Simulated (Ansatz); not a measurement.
# HfN (P6_3/mmc) in Ansatz: notebook

Aim: see how the results for HfN move with the level of theory and the settings. Levels: LDA, r2SCAN. Tasks: band structure, single point, equation of state.

All numbers are computed with Ansatz 0.2.0; they aren't measurements. Logs are shortened: lines on timing, memory, paths and dates and some standing lists are left out, and cuts for length are marked.

## 1. The structure

It takes space group P6_3/mmc (No. 194, hexagonal). The conventional cell has a = 3.134 Å, b = 3.134 Å, c = 5.417 Å, α = 90.00°, β = 90.00°, γ = 120.00°. Hf (site symmetry -6m2) has 6 N at 2.26 Å as nearest neighbours. N (site symmetry -3m) is surrounded by 6 Hf at 2.26 Å.

The cell comes from a database or a generator and needn't be the stable form of this composition.

## 2. Band structure, LDA

Input file input.yaml:

```yaml
crystal:
  lattice:
    - [3.1339080219, 0.0, 0.0]
    - [-1.566954011, 2.7140439601, 0.0]
    - [0.0, 0.0, 5.41676772]
  atoms:
    - { symbol: Hf, position: [0.3333333333, 0.6666666667, 0.25] }
    - { symbol: Hf, position: [0.6666666667, 0.3333333333, 0.75] }
    - { symbol: "N", position: [0.0, 0.0, 0.5] }
    - { symbol: "N", position: [0.0, 0.0, 0.0] }
hamiltonian:
  xc: lda
  pseudopotentials: { kind: paw }
kpoints:
  mp_grid: { grid: [10, 10, 5] }
  band_path:
    path:
      - [[0.0, 0.0, 0.0], [0.5, 0.0, 0.0], [0.3333333333, 0.3333333333, 0.0], [0.0, 0.0, 0.0], [0.0, 0.0, 0.5], [0.5, 0.0, 0.5], [0.3333333333, 0.3333333333, 0.5], [0.0, 0.0, 0.5]]
      - [[0.5, 0.0, 0.5], [0.5, 0.0, 0.0]]
      - [[0.3333333333, 0.3333333333, 0.0], [0.3333333333, 0.3333333333, 0.5]]
    npoints: 14
scf:
  occupations: { method: fermi_dirac, width: 0.05 }
  n_extra_bands: 10
output:
  forces: true
  stress: true
  eigenvalues: true
  fatbands: true
```

Potentials or basis: Ansatz PAW.

Launch:

```sh
$ ansatz run input.yaml --threads 2 --pin off --max-ram 5632MiB --backend cpu --events-out ev --progress --plain --runs-dir out
```

Output:

```text
Warning: RAYON_NUM_THREADS=2 ignored (pool sized by the plan → 2); use --threads N
scf.n_extra_bands = 10 over 31 filled bands (N_el = 62.0): the run solves 41 bands
Engine: ansatz 0.2.0, aarch64-unknown-linux-gnu
Pseudopotentials: kind: paw
Pseudopotential: Hf, paw, valence charge 26, recommended cutoff 420 eV (normal), Hf.paw.azcp
Pseudopotential: N, paw, valence charge 5, recommended cutoff 420 eV (normal), N.paw.azcp
Functional definition: SPW92
  exchange = slater_x
  correlation = pw_c
Crystal: 4 atoms, lattice volume = 46.073 Å³
Basis set: ecut = 420 eV, 895 PW (Γ)
Bands: 41, of which v1, the nominal top of the filled ones, is band 31 counted from 1 (30 counted from 0)
Symmetry: 24 space group operations
Space group: P63/mmc (ITA 194), of the structure as read, at distance tolerance 3.6e-5 Å
k-points: 42 of 500
Non-local potential: Hf, projectors of the file, l = 0: 3, l = 1: 2, l = 2: 2, l = 3: 3
Non-local potential: N, projectors of the file, l = 0: 2, l = 1: 2, l = 2: 1
PAW form: soft (Blöchl's): semilocal exchange-correlation on the pseudo side does not see the compensation charge
PAW frozen core: Hf, regenerated for the run's functional, and the local potential with it (the file was generated under x = pbe(κ = 0.804, μ = 0.2195149727645171), c = pbe(β = 0.06672455060314922))
PAW frozen core: N, regenerated for the run's functional, and the local potential with it (the file was generated under x = pbe(κ = 0.804, μ = 0.2195149727645171), c = pbe(β = 0.06672455060314922))
PAW one-centre angular grid: Hf, 590 points (default); XC on 64 Gauss nodes
PAW one-centre angular grid: N, 110 points (default); XC on 64 Gauss nodes
Initial density: superposition of atomic densities (neutral atoms: chi_scale 0, normalization atom), corrected by the library's trained network
Initial wavefunctions: pseudopotential atomic-orbital guess
Functional: x = slater, c = lda
SCF iter   1: F=—  HF=-31709.138818 eV  |F-HF|=—  |Δ(HF+E_count)|=         —  Δρ=7.89e-3  dr2=2.27e-2  ethr=1.77e-3  ⟨swp⟩=5.3  Hψ=5773  notcnv=0  defer=34
preconditioner: auto → Kerker (q_TF=auto, 2.867 Å⁻¹)  [metal: Δε(μ)=0.053 eV  Ē_g=19.323 eV  σ=0.050 eV  W_gap=0.26  n_scr=22 (ndim 8)  ℏωp=41.7 eV  f_vac=0.000  D(μ)=1.52/eV (n_scr^D=10)]
SCF iter   2: F=—  HF=-31709.134235 eV  |F-HF|=—  |Δ(HF+E_count)|=   4.58e-3  Δρ=3.95e-3  dr2=4.62e-3  ethr=3.66e-5  ⟨swp⟩=2.4  Hψ=2779  notcnv=0  defer=65
SCF iter   3: F=—  HF=-31709.133420 eV  |F-HF|=—  |Δ(HF+E_count)|=   8.15e-4  Δρ=1.59e-3  dr2=1.15e-3  ethr=7.45e-6  ⟨swp⟩=2.0  Hψ=2245  notcnv=0  defer=65
SCF iter   4: F=—  HF=-31709.132970 eV  |F-HF|=—  |Δ(HF+E_count)|=   4.49e-4  Δρ=6.44e-4  dr2=2.12e-4  ethr=1.85e-6  ⟨swp⟩=2.0  Hψ=2932  notcnv=0  defer=65
SCF iter   5: F=—  HF=-31709.132907 eV  |F-HF|=—  |Δ(HF+E_count)|=   6.31e-5  Δρ=2.44e-4  dr2=2.68e-5  ethr=3.41e-7  ⟨swp⟩=2.0  Hψ=2575  notcnv=0  defer=65
SCF iter   6: F=—  HF=-31709.132901 eV  |F-HF|=—  |Δ(HF+E_count)|=   6.54e-6  Δρ=4.17e-5  dr2=5.74e-7  ethr=4.32e-8  ⟨swp⟩=2.0  Hψ=2721  notcnv=0  defer=65
SCF iter   7: F=-31709.132901 eV  HF=-31709.132901 eV  |F-HF|=7.31e-8  |Δ(HF+E_count)|=   3.70e-8  Δρ=8.51e-6  dr2=3.48e-8  ethr=1.61e-10  ⟨swp⟩=10.1  Hψ=8659  notcnv=0
SCF 1 converged in 7 iterations: F = -31709.132901 eV  dr2 = 3.48e-8
NSCF: frozen V_eff on 129 k-points
SCF converged after 7 iterations
Free energy (F): -31709.132901 eV
Harris-Foulkes:  -31709.132901 eV  (|F-HF|=7.31e-8)
Internal energy: -31709.120834 eV  (E = F + TS)
E sigma→0 (E₀):  -31709.126867 eV
Entropy (-TS):   -0.012067 eV (-3.017 meV/atom)
Fermi energy:    23.123984 eV
--- Per-component energies (eV) ---
  E_band       = 341.358180
  E_kinetic    = 1113.376076
  E_local      = -9471.330445  (includes V_loc(G=0)·N_el)
  E_nonlocal   = -2371.051389
  E_hartree    = 4484.676005
  E_xc         = -716.979268
  E_vxc        = -689.226919  (∫ρ·V_xc dr)
  E_paw        = -13607.460552  (= ΣΔE_a)
  E_vpaw       = 2790.240691  (= ΣTr[D̂ρ^β])
  E_aug_tail   = 0.000184  (compensation charges beyond the density's cutoff)
  E_ewald      = -11145.426019
  E_core_change = 5.074573  (= ΣΔE_core)
  E_smearing   = -0.012067  (= −TS)
  E_closure    = -0.000000  (closes the sum)
  Σ components = -31709.132901   (vs F -31709.132901, Δ=0.00e0)
--- Forces (eV/Å), atoms counted from 1 ---
  atom   1  Hf     0.00000000     0.00000000     0.00000000
  atom   2  Hf    -0.00000000    -0.00000000     0.00000000
  atom   3  N      0.00000000     0.00000000     0.00000000
  atom   4  N     -0.00000000    -0.00000000     0.00000000
  max |Σ_I F_I| component: 9.25e-18 eV/Å
--- Stress (GPa, compression-positive) ---
       -8.710541      -0.000000       0.000000
        0.000000      -8.710541       0.000000
        0.000000       0.000000      -9.432204
  P = ⅓ Tr σ = -8.9511 GPa (-89.511 kbar)
--- Band table (eV; the first three rows and the last of 42) ---
  k-point 0: bands = ["-39.2296", "-39.1810", "-8.5986", "-7.7291", "-7.6314", "-7.6314", "-7.5702", "-7.5702", "6.1126", "9.0329", "10.7806", "10.7827", "10.7931", "10.7931", "10.8419", "10.8526", "10.8526", "10.8543", "10.8543", "10.8743", "10.8743", "10.9241", "10.9260", "10.9769", "14.4772", "18.3337", "18.3337", "19.5509", "19.5509", "21.3962", "22.3897", "23.7233", "23.7233", "24.2641", "24.8355", "24.8355", "25.1298", "28.6153", "28.6153", "30.5167", "30.5216"]
  k-point 1: bands = ["-39.2250", "-39.1857", "-8.5220", "-7.8195", "-7.6255", "-7.6255", "-7.5760", "-7.5760", "6.3409", "8.6586", "10.7877", "10.7914", "10.7938", "10.7938", "10.8367", "10.8367", "10.8432", "10.8618", "10.8618", "10.8834", "10.8834", "10.9243", "10.9258", "10.9324", "15.0284", "18.3794", "18.3794", "19.3207", "19.3207", "19.9503", "23.4162", "24.2122", "24.2122", "24.7418", "25.1700", "25.1908", "25.1908", "28.1599", "28.1599", "28.8031", "29.6582"]
  k-point 2: bands = ["-39.2129", "-39.1979", "-8.3156", "-8.0478", "-7.6103", "-7.6103", "-7.5913", "-7.5913", "6.9665", "7.8281", "10.7999", "10.7999", "10.8005", "10.8051", "10.8150", "10.8150", "10.8485", "10.8738", "10.8766", "10.8766", "10.8863", "10.8863", "10.9248", "10.9254", "16.3580", "18.0735", "18.5516", "18.5516", "18.8902", "18.8902", "24.4491", "25.1089", "25.3382", "25.3382", "25.6600", "26.0016", "26.0016", "26.8546", "27.2317", "27.2317", "28.0451"]
  k-point 41: bands = ["-39.1489", "-39.1470", "-8.3362", "-8.3076", "-8.1736", "-8.1243", "-7.8357", "-7.8118", "8.1278", "8.2498", "10.8285", "10.8286", "10.8381", "10.8395", "10.8429", "10.8517", "10.8526", "10.8601", "10.8639", "10.8694", "10.8891", "10.8919", "10.9322", "10.9699", "15.8967", "16.0598", "17.6987", "18.4583", "18.5832", "18.7515", "23.1430", "23.6789", "26.1258", "26.5246", "28.5942", "28.8508", "28.9161", "28.9812", "29.7372", "29.9826", "33.1362"]
```

bands.tsv:

```text
# k_distance	band_0	band_1	band_2	band_3	band_4	band_5	band_6	band_7	band_8	band_9	band_10	band_11	band_12	band_13	band_14	band_15	band_16	band_17	band_18	band_19	band_20	band_21	band_22	band_23	band_24	band_25	band_26	band_27	band_28	band_29	band_30	band_31	band_32	band_33	band_34	band_35	band_36	band_37	band_38	band_39	band_40
[... 149 lines left out ...]
8.064799	-62.271013	-62.271013	-31.392569	-31.392569	-31.352033	-31.352033	-30.936749	-30.936749	-14.918280	-14.918280	-12.291422	-12.291422	-12.289274	-12.289274	-12.278242	-12.278242	-12.264591	-12.264591	-12.261112	-12.261112	-12.229348	-12.229348	-12.169731	-12.169731	-7.263881	-7.263881	-5.022383	-5.022383	-4.387354	-4.387354	0.463195	0.463195	2.922741	2.922741	5.724749	5.724749	6.028587	6.028587	6.492455	6.492455	10.233670
```

Run time: 8.6 s. Hardware: 2 threads of Arm Neoverse V1, shared host; peak memory 0.36 GiB.

What came out:

```yaml
Free_energy: -31709.1329 eV
Pressure: -9.0 GPa
Band_gap_on_the_k_mesh: none (metal or under the smearing width)
```

Levels at the corners of the path, in eV from the Fermi level:
| point | band 27 | band 28 | band 29 | band 30 | band 31 | band 32 | band 33 | band 34 | band 35 | band 36 |
| --- | --- | --- | --- | --- | --- | --- | --- | --- | --- | --- |
| Γ | -4.79 | -3.57 | -3.57 | -1.73 | -0.73 | 0.60 | 0.60 | 1.14 | 1.71 | 1.71 |
| M | -5.83 | -5.55 | -3.26 | -2.86 | -2.45 | 2.37 | 2.72 | 4.31 | 4.51 | 5.37 |
| K | -6.03 | -5.92 | -5.92 | -3.33 | 0.06 | 0.06 | 4.16 | 4.16 | 4.23 | 4.68 |
| Γ | -4.79 | -3.57 | -3.57 | -1.73 | -0.73 | 0.60 | 0.60 | 1.14 | 1.71 | 1.71 |
| A | -4.42 | -4.42 | -4.42 | -4.42 | 1.75 | 1.75 | 2.78 | 2.78 | 2.78 | 2.78 |
| L | -5.53 | -5.53 | -4.51 | -4.51 | -0.30 | -0.30 | 4.62 | 4.62 | 4.66 | 4.66 |
| H | -5.02 | -5.02 | -4.39 | -4.39 | 0.46 | 0.46 | 2.92 | 2.92 | 5.72 | 5.72 |
| A | -4.42 | -4.42 | -4.42 | -4.42 | 1.75 | 1.75 | 2.78 | 2.78 | 2.78 | 2.78 |
| L | -5.53 | -5.53 | -4.51 | -4.51 | -0.30 | -0.30 | 4.62 | 4.62 | 4.66 | 4.66 |
| M | -5.83 | -5.55 | -3.26 | -2.86 | -2.45 | 2.37 | 2.72 | 4.31 | 4.51 | 5.37 |
| K | -6.03 | -5.92 | -5.92 | -3.33 | 0.06 | 0.06 | 4.16 | 4.16 | 4.23 | 4.68 |
| H | -5.02 | -5.02 | -4.39 | -4.39 | 0.46 | 0.46 | 2.92 | 2.92 | 5.72 | 5.72 |

Caveat: the pressure holds a Pulay correction of +0.6 GPa for the finite cutoff; spin-orbit coupling is left out, which moves the levels of the heavy elements; the PAW data sets come from PBE, with cores solved anew for the run's functional, which leaves a small shift of forces and pressure.

(Continued in part 2 of 2.)
